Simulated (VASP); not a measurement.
# Mg (Fm-3m) in VASP: notebook, part 2 of 2

VASP 6.6.1. Earlier steps stand in the parts before.

## (4) Relaxation of cell and atoms, vdW-DF-cx (volume scaled by 1.15)

run.py reads:

```python
from ase.calculators.vasp import Vasp
from ase.filters import UnitCellFilter
from ase.io import read
from ase.optimize import BFGS

atoms = read('POSCAR')
calc = Vasp(
    directory='calc',
    xc='vdw-df-cx',
    pp='PBE',
    setups='minimal',
    prec='Accurate',
    encut=580,
    ediff=1e-06,
    ismear=1,
    sigma=0.2,
    lreal=False,
    lasph=True,
    nelm=80,
    algo='Normal',
    isif=2,
    lwave=False,
    lcharg=False,
    kpts=[10, 10, 10],
    gamma=True,
)
atoms.calc = calc
opt = BFGS(UnitCellFilter(atoms), trajectory='relax.traj')
converged = opt.run(fmax=0.01, steps=40)
print('converged:', converged)

print('energy (eV):', atoms.get_potential_energy())
print('free energy (eV):', atoms.get_potential_energy(force_consistent=True))
print('forces (eV/A):')
print(atoms.get_forces())
print('stress (eV/A^3, Voigt):', atoms.get_stress())
print('Fermi level (eV):', calc.get_fermi_level())
print('cell (A, degrees):', atoms.cell.cellpar())
print('volume (A^3):', atoms.get_volume())
print('scaled positions:')
print(atoms.get_scaled_positions())
```

POSCAR reads:

```
Mg
1.0
    0.0000000000      2.3512835658      2.3512835658
    2.3512835658      0.0000000000      2.3512835658
    2.3512835658      2.3512835658      0.0000000000
Mg
1
Direct
    0.0000000000      0.0000000000      0.0000000000
```

Potentials or basis: VASP PAW PBE potentials, release 64 (Mg).

Launch:

```
$ python run.py
```

Standard output:

```text
<dir> UserWarning: vdW has been enabled, however no location for the vdw_kernel.bindat file has been specified. Set ASE_VASP_VDW environment variable to copy the vdW kernel.
  warnings.warn(
      Step     Time          Energy          fmax
BFGS:    0       -0.117511        0.558676
BFGS:    1       -0.129787        0.465539
BFGS:    2       -0.152177        0.129301
BFGS:    3       -0.153576        0.020031
BFGS:    4       -0.153612        0.000700
converged: True
energy (eV): -0.15339653
free energy (eV): -0.1536121
forces (eV/A):
[[0. 0. 0.]]
stress (eV/A^3, Voigt): [ 2.9240378e-05  2.9240378e-05  2.9240378e-05  0.0000000e+00
 -0.0000000e+00  0.0000000e+00]
Fermi level (eV): 2.71862388
cell (A, degrees): [ 3.19099276  3.19099276  3.19099276 60.         60.         60.        ]
volume (A^3): 22.975367169758357
scaled positions:
[[0. 0. 0.]]
```

OUTCAR:

```text
ENCUT = 580.000000
   EDIFF = 1.00e-06
   GGA = CX
   PREC = Accurate
   ISIF = 2
   ISMEAR = 1
   NELM = 80
   LASPH = .TRUE.
   LREAL = .FALSE.

 ion  position               nearest neighbor table
   1  0.000  0.000  0.000-

  LATTYP: Found a face centered cubic cell.
 ALAT       =     4.5127452453

  Lattice vectors:

 A1 = (   0.0000000000,   2.2563726226,   2.2563726226)
 A2 = (   2.2563726226,   0.0000000000,   2.2563726226)
 A3 = (   2.2563726226,   2.2563726226,   0.0000000000)

Analysis of symmetry for initial positions (statically):
=====================================================================
 Subroutine PRICEL returns:
 Original cell was already a primitive cell.

 Routine SETGRP: Setting up the symmetry group for a
 face centered cubic supercell.

 Subroutine GETGRP returns: Found 48 space group operations
 (whereof 48 operations were pure point group operations)
 out of a pool of 48 trial point group operations.

The static configuration has the point symmetry O_h .

Analysis of symmetry for dynamics (positions and initial velocities):
=====================================================================
 Subroutine PRICEL returns:
 Original cell was already a primitive cell.

 Routine SETGRP: Setting up the symmetry group for a
 face centered cubic supercell.

 Subroutine GETGRP returns: Found 48 space group operations
 (whereof 48 operations were pure point group operations)
 out of a pool of 48 trial point group operations.

The dynamic configuration has the point symmetry O_h .

 Subroutine INISYM returns: Found 48 space group operations
 (whereof 48 operations are pure point group operations),
 and found     1 'primitive' translations

----------------------------------------------------------------------------------------

                                     Primitive cell

  volume of cell :      22.9754

  direct lattice vectors                    reciprocal lattice vectors
     0.000000000  2.256372623  2.256372623    -0.221594605  0.221594605  0.221594605
     2.256372623  0.000000000  2.256372623     0.221594605 -0.221594605  0.221594605
     2.256372623  2.256372623  0.000000000     0.221594605  0.221594605 -0.221594605

  length of vectors
     3.190992765  3.190992765  3.190992765     0.383813115  0.383813115  0.383813115

  position of ions in fractional coordinates (direct lattice)
     0.000000000  0.000000000  0.000000000

  ion indices of the primitive-cell ions
   primitive index   ion index
[... 97 lines left out ...]
   EDIFFG = 0.1E-04   stopping-criterion for IOM
   NSW    =      0    number of steps for IOM
   IBRION =     -1    ionic relax: 0-MD 1-quasi-New 2-CG
   NFREE  =      0    steps in history (QN), initial steepest desc. (CG)
   ISIF   =      2    stress and relaxation
   ISYM   =      2    0-nonsym 1-usesym 2-fastsym
   POTIM  = 0.5000    time-step for ionic-motion
   TEBEG  =    0.0;   TEEND  =   0.0 temperature during run
   PSTRESS=    0.0 pullay stress
   NELECT =       2.0000    total number of electrons
   NUPDOWN=      -1.0000    fix difference up-down
   EMIN   =  10.00;   EMAX   =-10.00  energy-range for DOS
   EFERMI =   0.00;   METHOD = LEGACY
   ISMEAR =     1;   SIGMA  =   0.20  broadening in eV -4-tet -1-fermi 0-gaus
   EFERMI_NEDOS =   21; number of points for ismear=-14 and -15
   IALGO  =     38    algorithm
   IMIX   =      4    mixing-type and parameters
     AMIX     =   0.40;   BMIX     =  1.00
     AMIX_MAG =   1.60;   BMIX_MAG =  1.00
  volume/ion in A,a.u.               =      22.98       155.05
  Fermi-wavevector in a.u.,A,eV,Ry     =   0.725544  1.371080  7.162307  0.526415
  Thomas-Fermi vector in A             =   1.816293
   LORBIT       =      0    0 simple, 1 ext, 2 COOP (PROOUT), +10 PAW based schemes
   GGA     = CX    functional components
   LHFCALC =     F    Hartree Fock is set to
   AEXX    =    0.0000 exact exchange contribution
   IVDW_NL    =     1    kernel type
   BPARAM     = 6.3000
   IVDW    =     0    specifies the selected vdW correction
   LEPSILON=     F    determine dielectric tensor
   LRPA    =     F    only Hartree local field effects (RPA)
 non-spin polarized calculation
 Methfessel and Paxton  Order N= 1 SIGMA  =   0.20
  energy-cutoff  :      580.00
  volume of cell :       22.98
 maximum number of plane-waves:       745
 NGX is ok and might be reduce to    28
   NGX = 13   NGY = 13   NGZ = 13

 number of electron       2.0000000 magnetization

 Free energy of the ion-electron system (eV)
  ---------------------------------------------------
  ext. energy  EPLUGINS =         0.00000000
  ---------------------------------------------------
  free energy    TOTEN  =        -0.15361210 eV

  energy without entropy =       -0.15296538  energy(sigma->0) =       -0.15339653

 E-fermi :   2.7186     XC(G=0):  -8.4687

 val. band max:        2.6664371592   @ k =  -0.4000   0.5000   0.1000
 cond. band min:       2.8030221403   @ k =  -0.3000   0.4000   0.1000
 fundamental gap:      0.1365849811
 Fermi energy:         2.7186238758

 k-point     1 :       0.0000    0.0000    0.0000
  band No.  band energies     occupation
      1      -4.2647      2.00000
      2      14.9924      0.00000
      3      14.9924      0.00000
      4      14.9924      0.00000
      5      16.9880      0.00000
[... 305 lines left out ...]
 k-point    40 :      -0.2000    0.3000    0.1000
  band No.  band energies     occupation
      1      -0.4933      2.00000
      2       5.8779     -0.00000
      3       7.2346      0.00000
      4      10.8229      0.00000
      5      16.2716      0.00000

 [... further k-points ...]

------------------------ aborting loop because EDIFF is reached ----------------------------------------

  FORCE on cell =-STRESS in cart. coord.  units (eV):
  Direction    XX          YY          ZZ          XY          YZ          ZX
  --------------------------------------------------------------------------------------
  -------------------------------------------------------------------------------------
  Total       -0.0006718     -0.0006718     -0.0006718     -0.0000000     -0.0000000      0.0000000
  in kB       -0.0468482     -0.0468482     -0.0468482     -0.0000000     -0.0000000      0.0000000
  external PRESSURE =      -0.0468482 kB  Pullay stress =       0.0000000 kB

 VOLUME and BASIS-vectors are now :
 -----------------------------------------------------------------------------
  energy-cutoff  :      580.00
  volume of cell :       22.98
      direct lattice vectors                 reciprocal lattice vectors
     0.000000000  2.256372623  2.256372623    -0.221594605  0.221594605  0.221594605
     2.256372623  0.000000000  2.256372623     0.221594605 -0.221594605  0.221594605
     2.256372623  2.256372623  0.000000000     0.221594605  0.221594605 -0.221594605

 POSITION                                       TOTAL-FORCE (eV/Angst)
 -----------------------------------------------------------------------------------
      0.00000      0.00000      0.00000         0.000000      0.000000      0.000000
 -----------------------------------------------------------------------------------
    total drift:                                0.000000     -0.000000     -0.000000

  FREE ENERGIE OF THE ION-ELECTRON SYSTEM (eV)
  ---------------------------------------------------
  free  energy   TOTEN  =        -0.1536120979 eV

  energy  without entropy=       -0.1529653806  energy(sigma->0) =       -0.15339653

Total vdW correction in eV:      0.8866719
```

INCAR:

```text
AGGAC = 0.000000
ENCUT = 580.000000
SIGMA = 0.200000
EDIFF = 1.00e-06
ALGO = Normal
GGA = CX
PREC = Accurate
ISIF = 2
ISMEAR = 1
NELM = 80
LASPH = .TRUE.
LCHARG = .FALSE.
LUSE_VDW = .TRUE.
LWAVE = .FALSE.
LREAL = .FALSE.
```

Wall time 82 s (1 thread of Intel Xeon 6975P-C (Granite Rapids), shared host); peak memory 0.31 GiB.

What came out:

| Quantity | Value |
| --- | --- |
| Free energy | -0.1536 eV |
| Relaxed volume | 22.98 Å³/atom |
| Relaxed cell | a = 3.191 Å, b = 3.191 Å, c = 3.191 Å, α = 60.00°, β = 60.00°, γ = 60.00° |
| Space group after relaxing (to 0.05 Å) | Fm-3m (No. 225) |
| Energy gained by relaxing | 36.4 meV/atom |
| Ionic steps | 5 |
| Pressure after relaxing | 0.0 GPa |
| Band gap on the k mesh | none (metal or under the smearing width) |

Step by step:
| step | energy change (eV) | largest force (eV/Å) | pressure (GPa) | volume (Å³) |
| --- | --- | --- | --- | --- |
| 1 | 0.0000 | 0.0000 | -3.44 | 26.00 |
| 2 | -0.0124 | 0.0000 | -2.92 | 25.38 |
| 3 | -0.0350 | 0.0000 | 0.88 | 22.44 |
| 4 | -0.0363 | 0.0000 | -0.13 | 23.06 |
| 5 | -0.0364 | 0.0000 | 0.00 | 22.98 |

Final structure:
```
CELL_PARAMETERS angstrom
0.00000 2.25637 2.25637
2.25637 0.00000 2.25637
2.25637 2.25637 0.00000
ATOMIC_POSITIONS crystal
Mg 0.00000 0.00000 0.00000
```

Caveat: the PAW data sets were made with another functional, which shifts forces and pressure a little.

## (5) Summary

| task | level | cell | k mesh | cutoff (eV) | smearing | grid for exact exchange (PRECFOCK) | exchange at q = 0 | optimiser | mesh quality | gap on the mesh (eV) | pressure (GPa) |
| --- | --- | --- | --- | --- | --- | --- | --- | --- | --- | --- | --- |
| relaxation of cell and atoms | MS2 | relaxed | 6 × 6 × 6 | 600 | methfessel-paxton 0.1 eV | - | - | - | not flagged | - | 0.1 |
| single point | TPSSh+ULG | as given | 5 × 5 × 5 | 500 | gaussian 0.05 eV | Fast | default | - | coarse | none | 0.6 |
| relaxation of cell and atoms | vdW-DF-cx | relaxed from: volume scaled by 1.15 | 10 × 10 × 10 | 580 | methfessel-paxton 0.2 eV | - | - | BFGS | not flagged | none | 0.0 |

Alike in all rows: potentials or basis VASP PAW PBE potentials, release 64 (Mg); no spin polarisation.

Caveats: some runs use coarse meshes; the PAW data sets were made with another functional, which shifts forces and pressure a little; the relaxation stopped at its first step, so nothing moved (some runs); the bands computed are all filled at some k points, so no gap is given (some runs); atom-pairwise D2, TS and ULG terms overbind metals (some runs); pairwise dispersion overbinds metals, which lowers pressure and volume (some runs).

Total energies depend on the potentials used, so only differences within one code and one set of settings carry meaning.
